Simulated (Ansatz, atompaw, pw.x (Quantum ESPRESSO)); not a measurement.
# pw.x on fcc Ru: one setting changed

Potential: PAW, atompaw 4.2.0.5, LDA (PW92); core [Ar] 3d10, reference 4s2 4p6 4d7 5s1 5p0; waves: 4s (bound): rc 1.50 bohr; 5s (bound): rc 1.80 bohr; 4p (bound): rc 1.75 bohr; 5p (bound, empty): rc 2.05 bohr; 4d (bound): rc 1.80 bohr; 4d channel at 2.3 Ry: rc 1.80 bohr; local part: bessel scheme, radius 1.65 bohr; core correction: smooth core density matched at 1.15 bohr; augmentation: besselshape compensation charge, radius 1.55 bohr; PAW radius 2.05 bohr; waves and projectors: custom rrkj gramschmidtortho.

The reference run (k-mesh 15³, cutoffs 75/750 Ry, Fermi–Dirac 0.01 Ry, mixing_beta 0.4, conv_thr 1e-9, no spin) gives 3.65 GPa at 13.127 Å³/atom, where all-electron LAPW gives 0.99 GPa. This run, with its own iteration cap, changes smearing to gauss.

```
&control
  calculation='scf', prefix='x', pseudo_dir='./', outdir='./tmp', tstress=.true., disk_io='none'
/
&system
  ibrav=0, nat=1, ntyp=1, ecutwfc=75, ecutrho=750, nbnd=16,
  occupations='smearing', smearing='gauss', degauss=0.01
/
&electrons
  conv_thr=1e-09, mixing_beta=0.4, electron_maxstep=50
/
ATOMIC_SPECIES
Ru 1.0 Ru.UPF
CELL_PARAMETERS angstrom
  0.00000000 1.87231319 1.87231319
  1.87231319 0.00000000 1.87231319
  1.87231319 1.87231319 0.00000000
ATOMIC_POSITIONS crystal
Ru 0.0000 0.0000 0.0000
K_POINTS automatic
15 15 15 0 0 0
```

```bash
pw.x < Ru.scf.in > Ru.scf.out
```

Q: How does the run end?

A: It converges in 12 iterations; the free energy moves by +24.0 meV/atom and the pressure by -0.50 GPa. Gaussian smearing of the same width is narrower in effect than Fermi–Dirac, so its quadratic term in F is smaller.

```
Message from routine setup:
     using ibrav=0 with symmetry is DISCOURAGED, use correct ibrav instead
     lattice parameter (alat)  =       5.0037  a.u.
     unit-cell volume          =      88.5854 (a.u.)^3
     number of electrons       =        16.00
     number of Kohn-Sham states=           16
     kinetic-energy cutoff     =      75.0000  Ry
     charge density cutoff     =     750.0000  Ry
     scf convergence threshold =      1.0E-09
     Exchange-correlation= SLA PW NOGX NOGC
     number of k points=   120  Gaussian smearing, width (Ry)=  0.0100
     iteration #  1     ecut=    75.00 Ry     beta= 0.40
     total energy              =    -422.68403618 Ry
     estimated scf accuracy    <       0.22349547 Ry
     iteration #  2     ecut=    75.00 Ry     beta= 0.40
     total energy              =    -422.70734378 Ry
     estimated scf accuracy    <       0.01292035 Ry
     iteration #  3     ecut=    75.00 Ry     beta= 0.40
     total energy              =    -422.70986251 Ry
     estimated scf accuracy    <       0.00055565 Ry
     [... 6 iterations left out ...]
     iteration # 10     ecut=    75.00 Ry     beta= 0.40
     total energy              =    -422.71085661 Ry
     estimated scf accuracy    <       0.00000007 Ry
     iteration # 11     ecut=    75.00 Ry     beta= 0.40
     total energy              =    -422.71085662 Ry
     estimated scf accuracy    <          1.4E-09 Ry
     iteration # 12     ecut=    75.00 Ry     beta= 0.40
     the Fermi energy is    23.9460 ev
!    total energy              =    -422.71085662 Ry
     estimated scf accuracy    <          7.1E-11 Ry
     smearing contrib. (-TS)   =      -0.00063003 Ry
     convergence has been achieved in  12 iterations
          total   stress  (Ry/bohr**3)                   (kbar)     P=       31.51
     Message from routine punch:
     Nothing written, as per user request (disk_io='none')
```

The run took about 24 s on one core of a shared server CPU.
